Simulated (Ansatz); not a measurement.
Input, command and steps of an Ansatz relaxation.

```yaml
crystal:
  lattice:
    - [-7.1133265656, -1.0e-10, 0.0]
    - [3.5566632828, -6.1603215112, 0.0]
    - [0.0, 0.0, 15.3316113869]
  atoms:
    - { symbol: Te, position: [0.3333333333, 0.6666666667, 0.6320701774] }
    - { symbol: Te, position: [0.8333333333, 0.1666666667, 0.6320701774] }
    - { symbol: Te, position: [0.8333333333, 0.6666666667, 0.6320701774] }
    - { symbol: Te, position: [0.1666666667, 0.3333333333, 0.1320701774] }
    - { symbol: Te, position: [0.1666666667, 0.8333333333, 0.1320701774] }
    - { symbol: Te, position: [0.6666666667, 0.3333333333, 0.1320701774] }
    - { symbol: Te, position: [0.6666666667, 0.8333333333, 0.1320701774] }
    - { symbol: Te, position: [0.1666666667, 0.3333333333, 0.3679298226] }
    - { symbol: Te, position: [0.1666666667, 0.8333333333, 0.3679298226] }
    - { symbol: Te, position: [0.6666666667, 0.3333333333, 0.3679298226] }
    - { symbol: Te, position: [0.6666666667, 0.8333333333, 0.3679298226] }
    - { symbol: Te, position: [0.3333333333, 0.1666666667, 0.8679298226] }
    - { symbol: Te, position: [0.3333333333, 0.6666666667, 0.8679298226] }
    - { symbol: Te, position: [0.8333333333, 0.1666666667, 0.8679298226] }
    - { symbol: Te, position: [0.8333333333, 0.6666666667, 0.8679298226] }
    - { symbol: Mo, position: [0.3333333333, 0.1666666667, 0.25] }
    - { symbol: Mo, position: [0.3333333333, 0.6666666667, 0.25] }
    - { symbol: Mo, position: [0.8333333333, 0.1666666667, 0.25] }
    - { symbol: Mo, position: [0.8333333333, 0.6666666667, 0.25] }
    - { symbol: Mo, position: [0.1561534462, 0.3251131888, 0.751193431], spin: 0.667 }
    - { symbol: Mo, position: [0.1639266998, 0.8291311, 0.7483319914], spin: 0.667 }
    - { symbol: Mo, position: [0.6586217364, 0.3164771248, 0.7469534624], spin: 0.667 }
    - { symbol: Mo, position: [0.6666666667, 0.8333333333, 0.75] }
  host:
    lattice:
      - [3.5566632828, 0.0, 0.0]
      - [-1.7783316414, 3.0801607556, 0.0]
      - [0.0, 0.0, 15.3316113869]
    atoms:
      - { symbol: Te, position: [0.3333333333, 0.6666666667, 0.6320701774] }
      - { symbol: Te, position: [0.6666666667, 0.3333333333, 0.1320701774] }
      - { symbol: Te, position: [0.6666666667, 0.3333333333, 0.3679298226] }
      - { symbol: Te, position: [0.3333333333, 0.6666666667, 0.8679298226] }
      - { symbol: Mo, position: [0.3333333333, 0.6666666667, 0.25] }
      - { symbol: Mo, position: [0.6666666667, 0.3333333333, 0.75] }
basis:
  ecutwfc: 420
  xc_grid: 2
kpoints:
  mp_grid: { grid: [2, 2, 2], shift: [0.0, 0.0, 0.0] }
hamiltonian:
  xc: pbe
scf:
  occupations: { method: gaussian, width: 0.01 }
output:
  forces: true
  stress: false
  eigenvalues: true
  populations: true
  charged_corrections:
    defect_position: [0.33333333, 0.16666667, 0.63207018]
    epsilon: [[19.933, 0.0, 0.0], [0.0, 19.933, 0.0], [0.0, 0.0, 6.4737]]
magnetization:
  spin_polarized: true
relax:
  adjacent_minimum: "off"
  f_tol: 0.025
  max_steps: 45
```

```bash
ansatz run input.yaml --threads 4 --pin off --max-ram 10240MiB --backend cpu --events-out ev --progress --plain --runs-dir out
```

These are results of DFT PBE, scalar-relativistic, plane waves, PAW (Ansatz), not measurements.

The cell holds a point defect: Te vacancy (site f), neutral.

Of 5 frames 5 are shown, positions in Å and forces in eV/Å; the SCF threshold varies from step to step. The mark taken_back stands on steps that the optimiser undid.

```xyz
23
Lattice="-7.1133 0.0000 0.0000 3.5567 -6.1603 0.0000 0.0000 0.0000 15.3316" Properties=species:S:1:pos:R:3:forces:R:3 pbc="T T T" step=1 free_energy_over_end_meV_per_atom=8.87
Te    0.0000   -4.1069    9.6907   -0.0397    0.2266    0.0013
Te   -5.3350   -1.0267    9.6907   -0.1156    0.3282   -0.4825
Te   -3.5567   -4.1069    9.6907    0.0954    0.2890   -0.0551
Te    0.0000   -2.0534    2.0248   -0.0004    0.0010   -0.0120
Te    1.7783   -5.1336    2.0248    0.0009   -0.0009   -0.0129
Te   -3.5567   -2.0534    2.0248    0.0008    0.0002   -0.0102
Te   -1.7783   -5.1336    2.0248   -0.0010    0.0006   -0.0037
Te    0.0000   -2.0534    5.6410    0.0006    0.0000    0.0036
Te    1.7783   -5.1336    5.6410   -0.0004   -0.0003    0.0058
Te   -3.5567   -2.0534    5.6410   -0.0006    0.0003    0.0039
Te   -1.7783   -5.1336    5.6410    0.0003   -0.0013    0.0111
Te   -1.7783   -1.0267   13.3068    0.0635    0.2546   -0.6011
Te    0.0000   -4.1069   13.3068    0.3655    0.3009   -0.1895
Te   -5.3350   -1.0267   13.3068    0.2673   -0.2096    0.0873
Te   -3.5567   -4.1069   13.3068   -0.2874    0.5809   -0.4413
Mo   -1.7783   -1.0267    3.8329   -0.0006    0.0010   -0.0115
Mo    0.0000   -4.1069    3.8329    0.0010    0.0014    0.0063
Mo   -5.3350   -1.0267    3.8329    0.0004    0.0001    0.0052
Mo   -3.5567   -4.1069    3.8329   -0.0005    0.0014    0.0098
Mo    0.0455   -2.0028   11.5170   -0.7822   -0.2061    0.1074
Mo    1.7829   -5.1077   11.4731   -0.0686   -0.8421    0.7731
Mo   -3.5594   -1.9496   11.4520    0.5337   -0.6182    0.9464
Mo   -1.7783   -5.1336   11.4987   -0.0326   -0.1075   -0.1410
23
Lattice="-7.1133 0.0000 0.0000 3.5567 -6.1603 0.0000 0.0000 0.0000 15.3316" Properties=species:S:1:pos:R:3:forces:R:3 pbc="T T T" step=2 free_energy_over_end_meV_per_atom=16.08 taken_back
Te    0.0152   -4.0834    9.7330   -0.1970   -0.2847   -0.2032
Te   -5.3189   -0.9831    9.6669   -0.0090   -0.1131    0.3489
Te   -3.5686   -4.0669    9.7367    0.1413   -0.4179   -0.1625
Te    0.0010   -2.0535    2.0214   -0.0019   -0.0009    0.0258
Te    1.7790   -5.1320    2.0214   -0.0043    0.0003    0.0254
Te   -3.5575   -2.0542    2.0221    0.0017    0.0034    0.0205
Te   -1.7789   -5.1328    2.0250    0.0046   -0.0002    0.0073
Te   -0.0009   -2.0524    5.6410   -0.0027   -0.0001   -0.0117
Te    1.7779   -5.1350    5.6422    0.0025    0.0019   -0.0147
Te   -3.5557   -2.0519    5.6415    0.0033   -0.0025   -0.0122
Te   -1.7778   -5.1339    5.6440   -0.0020    0.0075   -0.0131
Te   -1.7585   -0.9959   13.2910   -0.0263   -0.5808    1.5948
Te    0.1095   -4.0117   13.2412   -0.6817   -0.5071    0.2018
Te   -5.3108   -1.1411   13.2868   -0.4824    0.8558    0.0138
Te   -3.6536   -3.9906   13.2233    0.5105   -1.3920    1.0273
Mo   -1.7784   -1.0261    3.8292    0.0023   -0.0002    0.0146
Mo    0.0005   -4.1064    3.8335    0.0010   -0.0020   -0.0084
Mo   -5.3349   -1.0265    3.8332   -0.0008   -0.0021   -0.0060
Mo   -3.5570   -4.1065    3.8348   -0.0024   -0.0017   -0.0209
Mo   -0.1091   -1.9727   11.4720    0.6057    0.0550   -0.1541
Mo    1.7747   -5.2946   11.5232    0.0735    1.2263   -1.1260
Mo   -3.4713   -2.0235   11.5533   -0.0851    0.9711   -1.5901
Mo   -1.7802   -5.1420   11.5179    0.1491    0.1842    0.0426
23
Lattice="-7.1133 0.0000 0.0000 3.5567 -6.1603 0.0000 0.0000 0.0000 15.3316" Properties=species:S:1:pos:R:3:forces:R:3 pbc="T T T" step=3 free_energy_over_end_meV_per_atom=0.27
Te    0.0049   -4.0934    9.6973   -0.0418    0.0034   -0.0188
Te   -5.3263   -1.0084    9.6877   -0.0133    0.0082   -0.0376
Te   -3.5566   -4.0911    9.6994    0.0412   -0.0098   -0.0166
Te    0.0004   -2.0531    2.0240    0.0017   -0.0004    0.0023
Te    1.7783   -5.1328    2.0236    0.0009    0.0028    0.0036
Te   -3.5568   -2.0530    2.0240   -0.0018   -0.0013    0.0010
Te   -1.7781   -5.1331    2.0250   -0.0006    0.0004    0.0018
Te   -0.0004   -2.0527    5.6410   -0.0014    0.0022    0.0015
Te    1.7785   -5.1336    5.6414   -0.0007   -0.0025    0.0003
Te   -3.5560   -2.0529    5.6410    0.0015    0.0031    0.0013
Te   -1.7784   -5.1330    5.6425    0.0011   -0.0007    0.0009
Te   -1.7678   -1.0024   13.3276   -0.0419   -0.0923    0.0754
Te    0.0343   -4.0746   13.2765    0.0479    0.0195   -0.0556
Te   -5.3340   -1.0493   13.2853    0.0191   -0.0235    0.0323
Te   -3.5834   -4.0722   13.2718   -0.0679   -0.0088    0.0118
Mo   -1.7782   -1.0260    3.8316    0.0004    0.0000   -0.0047
Mo    0.0003   -4.1065    3.8334   -0.0001    0.0001   -0.0020
Mo   -5.3348   -1.0262    3.8334   -0.0001    0.0000   -0.0026
Mo   -3.5567   -4.1064    3.8333    0.0002   -0.0001   -0.0033
Mo   -0.0481   -1.9925   11.5005   -0.1336   -0.0525    0.0123
Mo    1.7796   -5.2005   11.4965    0.0180    0.0450    0.0568
Mo   -3.4995   -1.9929   11.5070    0.1548   -0.0005   -0.0370
Mo   -1.7755   -5.1300   11.4909    0.0164    0.1077   -0.0232
23
Lattice="-7.1133 0.0000 0.0000 3.5567 -6.1603 0.0000 0.0000 0.0000 15.3316" Properties=species:S:1:pos:R:3:forces:R:3 pbc="T T T" step=4 free_energy_over_end_meV_per_atom=0.03
Te    0.0018   -4.0951    9.6956   -0.0024   -0.0028   -0.0076
Te   -5.3319   -1.0080    9.6956    0.0005   -0.0290   -0.0125
Te   -3.5511   -4.0980    9.6937   -0.0044    0.0001   -0.0009
Te    0.0016   -2.0510    2.0242   -0.0012    0.0014    0.0000
Te    1.7792   -5.1295    2.0241   -0.0003   -0.0020    0.0007
Te   -3.5566   -2.0510    2.0241    0.0012    0.0017    0.0013
Te   -1.7776   -5.1304    2.0255    0.0004   -0.0005   -0.0005
Te   -0.0002   -2.0497    5.6412    0.0016   -0.0014    0.0002
Te    1.7791   -5.1320    5.6414    0.0005    0.0033   -0.0001
Te   -3.5548   -2.0496    5.6412   -0.0016   -0.0019    0.0004
Te   -1.7775   -5.1307    5.6431   -0.0003    0.0013    0.0005
Te   -1.7778   -1.0144   13.3442    0.0211    0.0004    0.0391
Te    0.0419   -4.0703   13.2733   -0.0260   -0.0097   -0.0090
Te   -5.3289   -1.0609   13.2690   -0.0285    0.0357   -0.0019
Te   -3.5910   -4.0668   13.2728    0.0189   -0.0563   -0.0023
Mo   -1.7775   -1.0236    3.8308   -0.0001   -0.0003    0.0002
Mo    0.0009   -4.1038    3.8339   -0.0002    0.0002   -0.0017
Mo   -5.3342   -1.0237    3.8336    0.0001    0.0003    0.0003
Mo   -3.5559   -4.1038    3.8339    0.0003    0.0002   -0.0006
Mo   -0.0751   -1.9969   11.4993    0.0170    0.0094    0.0139
Mo    1.7817   -5.2078   11.5034    0.0069    0.0088   -0.0255
Mo   -3.4758   -1.9998   11.4984   -0.0055    0.0330   -0.0198
Mo   -1.7748   -5.1200   11.4923    0.0018    0.0081    0.0256
23
Lattice="-7.1133 0.0000 0.0000 3.5567 -6.1603 0.0000 0.0000 0.0000 15.3316" Properties=species:S:1:pos:R:3:forces:R:3 pbc="T T T" step=5 free_energy_over_end_meV_per_atom=0.00
Te    0.0015   -4.0963    9.6942    0.0000   -0.0016    0.0016
Te   -5.3325   -1.0132    9.6947   -0.0002   -0.0018   -0.0032
Te   -3.5514   -4.0963    9.6944    0.0009    0.0015   -0.0004
Te    0.0018   -2.0495    2.0239    0.0001    0.0002    0.0007
Te    1.7795   -5.1285    2.0240    0.0001    0.0002    0.0002
Te   -3.5562   -2.0495    2.0239    0.0001    0.0002    0.0008
Te   -1.7772   -5.1293    2.0251    0.0000    0.0002   -0.0003
Te    0.0003   -2.0486    5.6411    0.0001    0.0001   -0.0003
Te    1.7795   -5.1302    5.6410    0.0000    0.0002    0.0000
Te   -3.5547   -2.0486    5.6410    0.0000    0.0001    0.0001
Te   -1.7772   -5.1292    5.6428    0.0001    0.0001    0.0000
Te   -1.7756   -1.0146   13.3503   -0.0011   -0.0014   -0.0056
Te    0.0396   -4.0741   13.2707    0.0025   -0.0009    0.0010
Te   -5.3323   -1.0576   13.2710   -0.0003   -0.0008   -0.0017
Te   -3.5893   -4.0738   13.2708   -0.0042   -0.0017    0.0003
Mo   -1.7772   -1.0224    3.8309    0.0001    0.0005   -0.0001
Mo    0.0011   -4.1025    3.8335    0.0002   -0.0001    0.0001
Mo   -5.3339   -1.0224    3.8335    0.0000    0.0001   -0.0003
Mo   -3.5555   -4.1025    3.8335   -0.0002   -0.0001   -0.0001
Mo   -0.0753   -1.9972   11.5014    0.0028    0.0028   -0.0002
Mo    1.7820   -5.2111   11.5013   -0.0038   -0.0015    0.0027
Mo   -3.4765   -1.9970   11.5012    0.0048    0.0006    0.0026
Mo   -1.7749   -5.1224   11.4904   -0.0017    0.0030    0.0021
```

The run took 4.4 min on 4 threads of Intel(R) Xeon(R) Platinum 8259CL CPU @ 2.50GHz (Skylake/Cascade Lake), on a shared host, peak memory 3.7 GiB.

Spin-orbit coupling is left out, which matters for the bands of heavy elements.